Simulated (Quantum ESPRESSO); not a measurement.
Crystal: Ba.

```
Ba
1.0
    -2.49784    2.45453    2.49317
     2.52694   -2.53882    2.60656
     2.45991    2.50090   -2.57746
Ba
1
Direct
  0.99393 0.99347 0.99698
```

The cell isn't the ideal one: cell strained at random at fixed volume.

- Program: Quantum ESPRESSO 7.5
- Task: relaxation of cell and atoms
- Functional: PBE
- Potentials or basis: SG15 PBE 1.2
- Cutoff: 599 eV
- Density cutoff: 2395 eV
- k mesh: 7 × 7 × 7
- Occupations: fermi-dirac, width 0.025 eV
- Spin: no spin polarisation

At the start: pressure 0.1 GPa; volume 62.99 Å³/atom.

Question: How do energy, volume and symmetry change on relaxing?

Answer: Over 16 steps the energy falls by 3.5 meV/atom and the volume is 63.97 Å³/atom (+1.6 %); space group I4/mmm (No. 139, to 0.05 Å).

Step by step:
| step | energy change (eV) | largest force (eV/Å) | pressure (GPa) | volume (Å³) |
| --- | --- | --- | --- | --- |
| 1 | 0.0000 | 0.0000 | 0.13 | 62.99 |
| 2 | -0.0005 | 0.0000 | 0.12 | 63.09 |
| 3 | -0.0014 | 0.0000 | 0.09 | 63.27 |
| 4 | -0.0023 | 0.0000 | 0.06 | 63.52 |
| 5 | -0.0030 | 0.0000 | 0.02 | 63.82 |
| 6 | -0.0034 | 0.0000 | -0.02 | 64.11 |
| 7 | -0.0032 | 0.0000 | -0.05 | 64.32 |
| 8 | -0.0032 | 0.0000 | -0.05 | 64.31 |
| 9 | -0.0033 | 0.0000 | -0.04 | 64.29 |
| 10 | -0.0033 | 0.0000 | -0.04 | 64.27 |
| 11 | -0.0033 | 0.0000 | -0.04 | 64.23 |
| 12 | -0.0033 | 0.0000 | -0.03 | 64.19 |
| 13 | -0.0034 | 0.0000 | -0.02 | 64.14 |
| 14 | -0.0034 | 0.0000 | -0.02 | 64.09 |
| 15 | -0.0034 | 0.0000 | -0.01 | 64.04 |
| 16 | -0.0035 | 0.0000 | 0.00 | 63.97 |

Final structure:
```cif
data_structure
_symmetry_space_group_name_H-M 'P 1'
_symmetry_Int_Tables_number 1
_cell_length_a 4.3662
_cell_length_b 4.3603
_cell_length_c 4.3634
_cell_angle_alpha 109.660
_cell_angle_beta 110.014
_cell_angle_gamma 108.698
_cell_volume 63.97
loop_
_atom_site_label
_atom_site_type_symbol
_atom_site_fract_x
_atom_site_fract_y
_atom_site_fract_z
_atom_site_occupancy
Ba1 Ba 0.99393 0.99347 0.99698 1
```
